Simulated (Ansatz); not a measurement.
ZnS: largest V_zz and pressure against volume scale

Periodic Kohn-Sham DFT of a crystal at fixed atoms, scaled to volume_scale times the given cell; pressure positive in compression, energy less spherical unpolarised free atoms, largest_vzz the field gradient of largest size among the nuclei. The results are calculated, by Ansatz 0.2.0.

The cell before it is scaled or strained (space group P6_3mc, No. 186):
```
ZnS
1.0
      3.8110     0.0000     0.0000
     -1.9055     3.3004     0.0000
      0.0000     0.0000     6.2340
Zn S
2 2
Direct
  0.33333 0.66667 0.00000
  0.66667 0.33333 0.50000
  0.33333 0.66667 0.38500
  0.66667 0.33333 0.88500
```

Settings of every row: method all-electron PAW; functional PBEsol; relativity scalar; k mesh 8x8x5; filling fermi-dirac; smearing width 0.03 eV; nucleus gaussian.

Atom start moment: 0 on all atoms.

```csv
row,volume scale,V (Å³/atom),largest V_zz (1e21 V/m^2),pressure (GPa)
1,0.94,18.426,1.877,3.877
2,0.96,18.818,1.845,1.962
3,0.98,19.21,1.814,0.249
4,0.99,19.407,?,?
5,1,19.603,1.783,-1.284
6,1.01,19.799,1.768,-1.991
7,1.02,19.995,1.754,-2.658
8,1.04,20.387,1.725,-3.886
9,1.06,20.779,1.697,-4.986
```

Question: what largest V_zz and pressure should row 4 give?

Worked fit of largest V_zz. Take t = volume scale − 1. The shown rows have t = -0.06, -0.04, -0.02, 0, 0.01, 0.02, 0.04, 0.06. Least squares give largest V_zz = 1.7833 − 1.5 × t + 1.05 × t² 1e21 V/m^2; a straight line predicts inner rows, each left out in turn, worse (root mean square 0.0013 against 0.00034 1e21 V/m^2). All shown rows lie on it to the printed digit. The withheld row has t = -0.01, so the fit gives 1.7833 − 1.5 × (-0.01) + 1.05 × (-0.01)² = 1.798 1e21 V/m^2.

The calculation gave 1.798 1e21 V/m^2. The fit meets it to the printed digit.

Worked fit of pressure. Take u = (V_r/V)^(2/3) − 1 with V_r = 19.701 Å³ an atom, which is twice the finite (Eulerian) strain; such expansions in the strain, on which the Birch-Murnaghan equation of state is built, carry the rest volume and the bulk modulus. The shown rows have u = 0.04561, 0.03104, 0.01697, 0.00333, -0.0033, -0.00983, -0.02256, -0.03489. Least squares give pressure = −1.6432 + 106.215 × u + 309.63 × u² + 332 × u³ GPa; a parabola predicts inner rows, each left out in turn, worse (root mean square 0.0056 against 0.0014 GPa). The rows lie off it by 0.000, 0.000, -0.001, 0.002, -0.001, 0.000, 0.000, 0.000. The pressure vanishes at u = 0.0148, or V = 19.27 Å³ an atom, and there the bulk modulus at fixed shape and fractions is B = −V dP/dV = (2/3)(1 + u) dP/du = 78.2 GPa. Letting shape and atoms relax would as a rule lower it, by much in layered, chain or molecular crystals. The withheld row has u = 0.01007, so the fit gives −1.6432 + 106.215 × (0.01007) + 309.63 × (0.01007)² + 332 × (0.01007)³ = -0.542 GPa.

The calculation gave -0.539 GPa. The fit lies 0.003 GPa (0.034 % of the column's range) below it; its largest miss of a shown row is 0.002 GPa.
